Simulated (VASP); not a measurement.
# Te (R-3m) in VASP: settings compared, part 2 of 2

VASP 6.6.1. Earlier steps stand in the parts before.

## (3) Relaxation of cell and atoms, PBE+MBD-FI

INCAR

```
ALGO = Normal ; EDIFF = 1E-6
EDIFFG = -0.01 ; ENCUT = 600
GGA = PE ; IBRION = 2
ISIF = 3 ; ISMEAR = -1
IVDW = 263 ; LASPH = True
LCHARG = False ; LREAL = False
LWAVE = False ; NELM = 80
NSW = 40 ; PREC = Accurate
SIGMA = 0.05
```

KPOINTS

```
k-points
0
Gamma
  9 9 9
```

POSCAR

```
Te
1.0
    2.3059043427      1.3313144930      1.6909537039
   -2.3059043427      1.3313144930      1.6909537039
    0.0000000000     -2.6626289860      1.6909537039
Te
1
Direct
    0.5000000000      0.5000000000      0.5000000000
```

Potentials or basis: VASP PAW PBE potentials, release 64 (Te).

Run with:

```console
$ cat potpaw_PBE.64/Te/POTCAR > POTCAR
$ mpirun -np 1 vasp_std > vasp.out
```

It took 3.8 min on 1 thread of Intel Xeon Platinum 8375C at 2.90GHz (Ice Lake), shared host; peak memory 0.18 GiB.

Results (log left out):

```
Free energy                            : -3.3909 eV
Relaxed volume                         : 31.98 Å³/atom
Relaxed cell                           : a = 3.176 Å, b = 3.176 Å, c = 3.176 Å, α = 92.06°, β = 92.06°, γ = 92.06°
Space group after relaxing (to 0.05 Å) : R-3m (No. 166)
Energy gained by relaxing              : 3.6 meV/atom
Ionic steps                            : 11
Pressure after relaxing                : 0.0 GPa
Band gap on the k mesh                 : none (metal or under the smearing width)
Dispersion energy per atom             : -0.291 eV
```

The path:
```csv
step,energy change (eV),largest force (eV/Å),pressure (GPa),volume (Å³)
1,0.0000,0.0000,1.10,31.15
2,-0.0019,0.0000,-0.58,32.12
3,-0.0024,0.0000,-0.11,31.82
4,-0.0024,0.0000,0.00,31.76
5,-0.0024,0.0000,0.01,31.75
6,-0.0024,0.0000,0.02,31.76
7,-0.0027,0.0000,0.01,31.80
8,-0.0031,0.0000,-0.01,31.87
9,-0.0036,0.0000,-0.10,32.01
10,-0.0027,0.0000,0.58,31.63
11,-0.0036,0.0000,-0.05,31.98
```

Final structure:
```
Te
1.0
     2.28592    1.31977    1.76656
    -2.28592    1.31977    1.76656
     0.00000   -2.63955    1.76656
Te
1
Cartesian
  0.0000 0.0000 2.6498
```

Levels at points of the mesh, in eV from the Fermi level:
```csv
k point,band 1,band 2,band 3,band 4,band 5,band 6
"(0.00, 0.00, 0.00)",-13.79,1.04,1.28,1.28,6.01,6.01
```

Caveat: pairwise dispersion overbinds metals, which lowers pressure and volume.

## (4) Relaxation of cell and atoms, PBE+dDsC

Edit INCAR of step 3 so:

```diff
@@ -4,3 +4,3 @@
 ISIF = 3 ; ISMEAR = -1
-IVDW = 263 ; LASPH = True
+IVDW = 4 ; LASPH = True
 LCHARG = False ; LREAL = False
```

KPOINTS is that of step 3.

POSCAR is that of step 3.

Run with:

```console
$ cat potpaw_PBE.64/Te/POTCAR > POTCAR
$ mpirun -np 1 vasp_std > vasp.out
```

It took 92 s on 1 thread of Intel Xeon Platinum 8375C at 2.90GHz (Ice Lake), shared host; peak memory 0.18 GiB.

The run converged. Its results:

```yaml
Free_energy: -3.3769 eV
Relaxed_volume: 31.79 Å³/atom
Relaxed_cell: a = 3.170 Å, b = 3.170 Å, c = 3.170 Å, α = 91.93°, β = 91.93°, γ = 91.93°
Space_group_after_relaxing_to_0.05_Å: R-3m (No. 166)
Energy_gained_by_relaxing: 6.7 meV/atom
Ionic_steps: 13
Pressure_after_relaxing: 0.0 GPa
Band_gap_on_the_k_mesh: none (metal or under the smearing width)
Dispersion_energy_per_atom: -0.279 eV
```

Step by step:
```
step  energy change (eV)  largest force (eV/Å)  pressure (GPa)  volume (Å³)
   1              0.0000                0.0000            0.80        31.15
   2             -0.0052                0.0000           -0.46        31.85
   3             -0.0050                0.0000           -0.38        31.81
   4             -0.0039                0.0000           -0.02        31.60
   5             -0.0039                0.0000           -0.02        31.59
   6             -0.0022                0.0000            0.39        31.37
   7             -0.0038                0.0000            0.02        31.58
   8             -0.0040                0.0000            0.01        31.59
   9             -0.0046                0.0000            0.00        31.63
  10             -0.0056                0.0000           -0.02        31.71
  11             -0.0071                0.0000           -0.13        31.85
  12             -0.0052                0.0000            0.37        31.58
  13             -0.0067                0.0000           -0.02        31.79
```

Final structure:
```
Te
1.0
     2.27870    1.31561    1.76735
    -2.27870    1.31561    1.76735
     0.00000   -2.63121    1.76735
Te
1
Direct
  0.50000 0.50000 0.50000
```

Levels at points of the mesh, in eV from the Fermi level:
```tsv
k point	band 1	band 2	band 3	band 4	band 5	band 6	band 7
(0.00, 0.00, 0.00)	-13.84	1.05	1.28	1.28	6.00	6.00	6.59
```

Caveat: pairwise dispersion overbinds metals, which lowers pressure and volume.

## (5) Relaxation of cell and atoms, PBE+rVV10

INCAR

```
ALGO = Normal ; BPARAM = 10.0
CPARAM = 0.0093 ; EDIFF = 1E-6
EDIFFG = -0.01 ; ENCUT = 600
GGA = PE ; IBRION = 2
ISIF = 3 ; ISMEAR = -1
IVDW_NL = 2 ; LASPH = True
LCHARG = False ; LREAL = False
LUSE_VDW = True ; LWAVE = False
NELM = 80 ; NSW = 40
PREC = Accurate ; SIGMA = 0.05
```

KPOINTS is that of step 4.

POSCAR is that of step 4.

Run with:

```console
$ cat potpaw_PBE.64/Te/POTCAR > POTCAR
$ mpirun -np 1 vasp_std > vasp.out
```

Run time: 4.5 min. Hardware: 1 thread of Intel Xeon Platinum 8375C at 2.90GHz (Ice Lake), shared host; peak memory 0.28 GiB.

Results (log left out):

```yaml
Free_energy: -2.9100 eV
Relaxed_volume: 32.27 Å³/atom
Relaxed_cell: a = 3.186 Å, b = 3.186 Å, c = 3.186 Å, α = 91.98°, β = 91.98°, γ = 91.98°
Space_group_after_relaxing_to_0.05_Å: R-3m (No. 166)
Energy_gained_by_relaxing: 6.5 meV/atom
Ionic_steps: 10
Pressure_after_relaxing: 0.0 GPa
Band_gap_on_the_k_mesh: none (metal or under the smearing width)
```

The path:
```
step  energy change (eV)  largest force (eV/Å)  pressure (GPa)  volume (Å³)
   1              0.0000                0.0000            1.69        31.15
   2             -0.0031                0.0000           -0.91        32.65
   3             -0.0048                0.0000            0.01        32.07
   4             -0.0049                0.0000            0.00        32.09
   5             -0.0053                0.0000           -0.01        32.14
   6             -0.0060                0.0000           -0.04        32.23
   7             -0.0064                0.0000           -0.16        32.39
   8             -0.0065                0.0000           -0.11        32.34
   9             -0.0059                0.0000            0.59        31.94
  10             -0.0065                0.0000            0.00        32.27
```

Final structure:
```
CELL_PARAMETERS angstrom
2.29113 1.32278 1.77470
-2.29113 1.32278 1.77470
0.00000 -2.64556 1.77470
ATOMIC_POSITIONS crystal
Te 0.50000 0.50000 0.50000
```

Levels at points of the mesh, in eV from the Fermi level:
```
           k point  band 1  band 2  band 3  band 4  band 5  band 6  band 7
(0.00, 0.00, 0.00)  -13.72    1.04    1.27    1.27    6.01    6.01    6.42
```

Caveat: pairwise dispersion overbinds metals, which lowers pressure and volume. The run has no spin-orbit coupling, so splittings on Te are missing.

## (6) Relaxation of cell and atoms, PBE

INCAR

```
ALGO     = Normal         # electronic algorithm
EDIFF    = 1E-6           # SCF threshold, eV
EDIFFG   = -0.01          # ionic threshold
ENCUT    = 600            # plane-wave cutoff, eV
GGA      = PE             # functional
IBRION   = 2              # ionic algorithm
ISIF     = 3              # what is computed and relaxed
ISMEAR   = -1             # smearing method
LASPH    = False          # aspherical terms in the spheres
LCHARG   = False          # write CHGCAR
LMAXMIX  = 4              # l up to which the mixer works
LREAL    = False          # projectors in reciprocal space
LWAVE    = False          # write WAVECAR
NELM     = 80             # most SCF steps
NSW      = 40             # ionic steps
PREC     = Accurate       # precision mode
SIGMA    = 0.05           # smearing width, eV
```

KPOINTS is that of step 5.

POSCAR is that of step 5.

Potentials or basis: VASP PAW PBE potentials, release 64 (Te).

Run with:

```console
$ cat potpaw_PBE.64/Te/POTCAR > POTCAR
$ mpirun -np 1 vasp_std > vasp.out
```

It took 93 s on 1 thread of Intel Xeon Platinum 8375C at 2.90GHz (Ice Lake), shared host; peak memory 0.18 GiB.

Results (log left out):

```yaml
Free_energy: -3.1034 eV
Relaxed_volume: 32.84 Å³/atom
Relaxed_cell: a = 3.204 Å, b = 3.204 Å, c = 3.204 Å, α = 91.54°, β = 91.54°, γ = 91.54°
Space_group_after_relaxing_to_0.05_Å: R-3m (No. 166)
Energy_gained_by_relaxing: 15.0 meV/atom
Ionic_steps: 9
Pressure_after_relaxing: 0.0 GPa
Band_gap_on_the_k_mesh: none (metal or under the smearing width)
```

Step by step:
| step | energy change (eV) | largest force (eV/Å) | pressure (GPa) | volume (Å³) |
| --- | --- | --- | --- | --- |
| 1 | 0.0000 | 0.0000 | 2.58 | 31.15 |
| 2 | -0.0082 | 0.0000 | -1.19 | 33.47 |
| 3 | -0.0114 | 0.0000 | 0.00 | 32.63 |
| 4 | -0.0120 | 0.0000 | -0.01 | 32.66 |
| 5 | -0.0135 | 0.0000 | -0.03 | 32.76 |
| 6 | -0.0150 | 0.0000 | -0.13 | 32.93 |
| 7 | -0.0150 | 0.0000 | -0.15 | 32.94 |
| 8 | -0.0147 | 0.0000 | 0.44 | 32.57 |
| 9 | -0.0150 | 0.0000 | 0.01 | 32.84 |

Final structure:
```
CELL_PARAMETERS angstrom
2.29557 1.32535 1.79907
-2.29557 1.32535 1.79907
0.00000 -2.65070 1.79907
ATOMIC_POSITIONS crystal
Te 0.50000 0.50000 0.50000
```

Levels at points of the mesh, in eV from the Fermi level:
| k point | band 1 | band 2 | band 3 | band 4 | band 5 | band 6 | band 7 |
| --- | --- | --- | --- | --- | --- | --- | --- |
| (0.00, 0.00, 0.00) | -13.58 | 1.05 | 1.23 | 1.23 | 6.04 | 6.04 | 6.47 |

The run has no spin-orbit coupling, so splittings on Te are missing.

## (7) For comparison

An earlier run on the cell as given: functional PBE; potentials or basis VASP PAW PBE potentials, release 64 (Te); cutoff 520 eV; k mesh 9 × 9 × 9; occupations fermi-dirac, width 0.05 eV; no spin polarisation.

- Pressure: 2.6 GPa
- Band gap on the k mesh: none (metal or under the smearing width)

## (8) The runs side by side

| task | level | cell | cutoff (eV) | other keys | gap on the mesh (eV) | pressure (GPa) | relaxed volume (Å³/atom) |
| --- | --- | --- | --- | --- | --- | --- | --- |
| relaxation of cell and atoms | PBE+MBD | relaxed | 600 | - | none | 0.0 | 32.10 |
| relaxation of cell and atoms | PBE+MBD-FI | relaxed | 600 | - | none | 0.0 | 31.98 |
| relaxation of cell and atoms | PBE+dDsC | relaxed | 600 | - | none | 0.0 | 31.79 |
| relaxation of cell and atoms | PBE+rVV10 | relaxed | 600 | - | none | 0.0 | 32.27 |
| relaxation of cell and atoms | PBE | relaxed | 600 | LASPH = no; LMAXMIX = 4 | none | 0.0 | 32.84 |
| single point | PBE | as given | 520 | - | none | 2.6 | - |

Alike in all rows: potentials or basis VASP PAW PBE potentials, release 64 (Te); no spin polarisation; k mesh 9 × 9 × 9; smearing fermi-dirac 0.05 eV.

Caveats: pairwise dispersion overbinds metals, which lowers pressure and volume (some runs).

Absolute energies hang on the potentials; compare differences alone.
